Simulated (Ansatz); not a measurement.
Crystal: Sc, diamond type, 2 atoms in the cell.

Theory: Ansatz 0.2.0 development build, PBE, plane waves, PAW datasets (generated soft set 1).

Cutoff 700 eV; k-mesh 15×15×15 Γ-centred; Fermi–Dirac smearing of 0.0612 eV; no spin polarisation.

(1) What equilibrium volume, lattice constant and bulk modulus does this give?

Answers

(1) V₀ = 34.491 Å³/atom (a₀ = 6.510 Å), B₀ = 8.2 GPa, B₀′ = 3.69. The points behind the fit:

| V (Å³/atom) | a (Å) | E − E(min) (meV/atom) | P (GPa) |
| --- | --- | --- | --- |
| 33.733 | 6.4622 | 0.44 | 0.19 |
| 34.421 | 6.5059 | 0.00 | 0.02 |
| 35.110 | 6.5490 | 0.28 | -0.14 |
| 35.798 | 6.5915 | 1.20 | -0.29 |
| 36.486 | 6.6335 | 2.71 | -0.42 |

This cubic structure is a model: it isn't the usual form of the substance at ambient conditions, and such phases are metastable or hypothetical. Spin polarisation is left out, and a magnetic state may lie lower.
